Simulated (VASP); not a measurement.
# H in VASP: notebook, part 2 of 2

VASP 6.6.1. The steps go on from the part before.

### 4 Single point, PBEsol, collinear spin, ferromagnetic start

The input, INCAR:

```
SYSTEM = H
  ALGO = Normal
  EDIFF = 1E-7
  ENCUT = 400
  GGA = PS
  ISIF = 2
  ISMEAR = 0
  ISPIN = 2
  ISYM = 0
  LASPH = .True.
  LCHARG = .False.
  LORBIT = 11
  LREAL = .False.
  LWAVE = .False.
  MAGMOM = 1.1
  NELM = 60
  NUPDOWN = 1
  PREC = Accurate
  SIGMA = 0.01
```

The input, KPOINTS:

```
k-points
0
Gamma
  1 1 1
  0 0 0
```

The input, POSCAR:

```
H                                       
1.0
   10.5000000000      0.0000000000      0.0000000000
    0.0000000000     11.0000000000      0.0000000000
    0.0000000000      0.0000000000     11.5000000000
  H             
     1
Selective dynamics
Direct
     0.5000000000000000    0.5045454544999970    0.5000000000000000   F   F   F
```

Potentials or basis: VASP PAW PBE potentials, release 64 (H).

Command:

```console
cat potpaw_PBE.64/H/POTCAR > POTCAR
mpirun -np 4 vasp_gam > vasp.out
```

OUTCAR:

```text
SYSTEM = H
   EDIFF = 1E-7
   ENCUT = 400
   GGA = PS
   ISIF = 2
   ISMEAR = 0
   ISPIN = 2
   ISYM = 0
   LASPH = .True.
   LORBIT = 11
   LREAL = .False.
   NELM = 60
   NUPDOWN = 1
   PREC = Accurate

 ion  position               nearest neighbor table
   1  0.500  0.505  0.500-

IMPORTANT INFORMATION: All symmetrisations will be switched off!
NOSYMM: (Re-)initialisation of all symmetry stuff for point group C_1.

----------------------------------------------------------------------------------------

                                     Primitive cell

  volume of cell :    1328.2500

  direct lattice vectors                    reciprocal lattice vectors
    10.500000000  0.000000000  0.000000000     0.095238095  0.000000000  0.000000000
     0.000000000 11.000000000  0.000000000     0.000000000  0.090909091  0.000000000
     0.000000000  0.000000000 11.500000000     0.000000000  0.000000000  0.086956522

  length of vectors
    10.500000000 11.000000000 11.500000000     0.095238095  0.090909091  0.086956522

  position of ions in fractional coordinates (direct lattice)
     0.500000000  0.504545454  0.500000000

  ion indices of the primitive-cell ions
   primitive index   ion index
                 1           1

----------------------------------------------------------------------------------------

 KPOINTS: k-points

Automatic generation of k-mesh.
 Grid dimensions read from file:
 generate k-points for:    1    1    1

 Generating k-lattice:

  Cartesian coordinates                     Fractional coordinates (reciprocal lattice)
     0.095238095  0.000000000  0.000000000     1.000000000  0.000000000  0.000000000
     0.000000000  0.090909091  0.000000000     0.000000000  1.000000000  0.000000000
     0.000000000  0.000000000  0.086956522     0.000000000  0.000000000  1.000000000

  Length of vectors
     0.095238095  0.090909091  0.086956522

  Shift w.r.t. Gamma in fractional coordinates (k-lattice)
     0.000000000  0.000000000  0.000000000

 Subroutine IBZKPT returns following result:
 ===========================================

 Found      1 irreducible k-points:

 Following reciprocal coordinates:
            Coordinates               Weight
  0.000000  0.000000  0.000000      1.000000
   k-points           NKPTS =      1   k-points in BZ     NKDIM =      1   number of bands    NBANDS=      8
   number of dos      NEDOS =    301   number of ions     NIONS =      1
   total plane-waves  NPLWV = 403200
   dimension x,y,z NGX =    70 NGY =   72 NGZ =   80
   dimension x,y,z NGXF=   140 NGYF=  144 NGZF=  160
   ions per type =               1
   NGX,Y,Z   is equivalent  to a cutoff of  11.08, 10.88, 11.56 a.u.
   NGXF,Y,Z  is equivalent  to a cutoff of  22.17, 21.76, 23.13 a.u.
 SYSTEM =  H
   PREC   = accura    normal or accurate (medium, high low for compatibility)
   ISTART =      0    job   : 0-new  1-cont  2-samecut
   ICHARG =      2    charge: 1-file 2-atom 10-const
   ISPIN  =      2    spin polarized calculation?
   LNONCOLLINEAR =      F non collinear calculations
   LSORBIT =      F    spin-orbit coupling
   LASPH  =      T    aspherical Exc in radial PAW
   ENCUT  =  400.0 eV  29.40 Ry    5.42 a.u.  17.12 17.94 18.75*2*pi/ulx,y,z
   NELM   =     60;   NELMIN=  2; NELMDL= -5     # of ELM steps
   EDIFF  = 0.1E-06   stopping-criterion for ELM
   LREAL  =      F    real-space projection
   EDIFFG = 0.1E-05   stopping-criterion for IOM
   NSW    =      0    number of steps for IOM
   IBRION =     -1    ionic relax: 0-MD 1-quasi-New 2-CG
   NFREE  =      0    steps in history (QN), initial steepest desc. (CG)
   ISIF   =      2    stress and relaxation
   ISYM   =      0    0-nonsym 1-usesym 2-fastsym
   POTIM  = 0.5000    time-step for ionic-motion
   TEBEG  =    0.0;   TEEND  =   0.0 temperature during run
   PSTRESS=    0.0 pullay stress
   NELECT =       1.0000    total number of electrons
   NUPDOWN=       1.0000    fix difference up-down
   EMIN   =  10.00;   EMAX   =-10.00  energy-range for DOS
   EFERMI =   0.00;   METHOD = LEGACY
   ISMEAR =     0;   SIGMA  =   0.01  broadening in eV -4-tet -1-fermi 0-gaus
   EFERMI_NEDOS =   21; number of points for ismear=-14 and -15
   IALGO  =     38    algorithm
   IMIX   =      4    mixing-type and parameters
     AMIX     =   0.40;   BMIX     =  1.00
     AMIX_MAG =   1.60;   BMIX_MAG =  1.00
  volume/ion in A,a.u.               =    1328.25      8963.47
  Fermi-wavevector in a.u.,A,eV,Ry     =   0.148930  0.281436  0.301778  0.022180
  Thomas-Fermi vector in A             =   0.822895
   LORBIT       =     11    0 simple, 1 ext, 2 COOP (PROOUT), +10 PAW based schemes
   GGA     = PS    functional components
   LHFCALC =     F    Hartree Fock is set to
   AEXX    =    0.0000 exact exchange contribution
   IVDW    =     0    specifies the selected vdW correction
   LEPSILON=     F    determine dielectric tensor
   LRPA    =     F    only Hartree local field effects (RPA)
 spin polarized calculation
 Gauss-broadening in eV      SIGMA  =   0.01
  energy-cutoff  :      400.00
  volume of cell :     1328.25
 maximum number of plane-waves:     12033
 NGX is ok and might be reduce to    70
   NGX = 35   NGY = 35   NGZ = 37

 number of electron       1.0000001 magnetization       1.0000003

 Free energy of the ion-electron system (eV)
  ---------------------------------------------------
  ext. energy  EPLUGINS =         0.00000000
  ---------------------------------------------------
  free energy    TOTEN  =        -0.94495121 eV

  energy without entropy =       -0.94495121  energy(sigma->0) =       -0.94495121

 E-fermi :  -7.8751     XC(G=0):  -0.0853

 val. band max:       -7.3676132908   @ k =   0.0000   0.0000   0.0000
 cond. band min:      -0.1912917139   @ k =   0.0000   0.0000   0.0000
 fundamental gap:      7.1763215769
 Fermi energy:        -7.3096857660

 spin component 1

 k-point     1 :       0.0000    0.0000    0.0000
  band No.  band energies     occupation
      1      -7.3676      1.00000
      2      -0.1913      0.00000
      3       0.6186      0.00000
      4       0.6859      0.00000
      5       0.7640      0.00000
      6       0.9865      0.00000
      7       1.0872      0.00000
      8       1.2088      0.00000
 Fermi energy:        -7.8750910432

 spin component 2

 k-point     1 :       0.0000    0.0000    0.0000
  band No.  band energies     occupation
      1       0.0697      0.00000
      2       1.1826      0.00000
      3       1.1919      0.00000
      4       1.2896      0.00000
      5       1.3140      0.00000
      6       1.4120      0.00000
      7       1.5281      0.00000
      8       2.4230      0.00000

------------------------ aborting loop because EDIFF is reached ----------------------------------------

  FORCE on cell =-STRESS in cart. coord.  units (eV):
  Direction    XX          YY          ZZ          XY          YZ          ZX
  --------------------------------------------------------------------------------------
  -------------------------------------------------------------------------------------
  Total       -0.0423548     -0.0424200     -0.0423476      0.0000000     -0.0000000     -0.0000000
  in kB       -0.0510897     -0.0511683     -0.0510810      0.0000001     -0.0000000     -0.0000000
  external PRESSURE =      -0.0511130 kB  Pullay stress =       0.0000000 kB

 VOLUME and BASIS-vectors are now :
 -----------------------------------------------------------------------------
  energy-cutoff  :      400.00
  volume of cell :     1328.25
      direct lattice vectors                 reciprocal lattice vectors
    10.500000000  0.000000000  0.000000000     0.095238095  0.000000000  0.000000000
     0.000000000 11.000000000  0.000000000     0.000000000  0.090909091  0.000000000
     0.000000000  0.000000000 11.500000000     0.000000000  0.000000000  0.086956522

 POSITION                                       TOTAL-FORCE (eV/Angst)
 -----------------------------------------------------------------------------------
      5.25000      5.55000      5.75000        -0.000000     -0.000159      0.000000
 -----------------------------------------------------------------------------------
    total drift:                               -0.000000     -0.000159      0.000000

  FREE ENERGIE OF THE ION-ELECTRON SYSTEM (eV)
  ---------------------------------------------------
  free  energy   TOTEN  =        -0.9449512066 eV

  energy  without entropy=       -0.9449512066  energy(sigma->0) =       -0.94495121

 total charge

# of ion       s       p       d       tot
------------------------------------------
    1        0.373   0.000   0.000   0.373

 magnetization (x)

# of ion       s       p       d       tot
------------------------------------------
    1        0.373   0.000   0.000   0.373
```

stdout:

```text
POSCAR found type information on POSCAR H
 POSCAR found :  1 types and       1 ions
 scaLAPACK will be used
 -----------------------------------------------------------------------------
|                                                                             |
|                                                                             |
|     You enforced a specific xc type in the INCAR file but a different       |
|     I HOPE YOU KNOW WHAT YOU ARE DOING!                                     |
|                                                                             |
 -----------------------------------------------------------------------------

 LDA part: xc-table for (Slater+PW92), standard interpolation
 POSCAR, INCAR and KPOINTS ok, starting setup
 FFT: planning ... GRIDC
 FFT: planning ... GRID_SOFT
 FFT: planning ... GRID
 WAVECAR not read
 entering main loop
```

It took 23 s on 4 MPI ranks of Intel Xeon 6975P-C (Granite Rapids), shared host; peak memory 0.36 GiB.

What came out:

```
Free energy                                           : -0.9450 eV
Net moment                                            : 1.00 μB per cell
Site moments                                          : H +0.37 μB
Valence electrons inside the program's atomic spheres : H 0.37
```

Caveat: the PAW data sets were made with another functional, which shifts forces and pressure a little; the total moment is fixed, so each spin has its own Fermi level.

### 5 The runs side by side

| level | potentials or basis | moment (μB) |
| --- | --- | --- |
| rev-vdW-DF2 | VASP PAW PBE potentials, release 64 (H) | 1.00 |
| LDA | VASP PAW LDA potentials, release 64 (H) | 1.00 |
| PBEsol | VASP PAW PBE potentials, release 64 (H) | 1.00 |

Alike in all rows: task single point; spin collinear, ferromagnetic start; fixed moment (μB) 1; cell as given; k mesh 1 × 1 × 1; cutoff (eV) 400; smearing gaussian 0.01 eV.

Caveats: the total moment is fixed, so each spin has its own Fermi level; the PAW data sets were made with another functional, which shifts forces and pressure a little (some runs).

Total energies depend on the potentials used, so only differences within one code and one set of settings carry meaning.
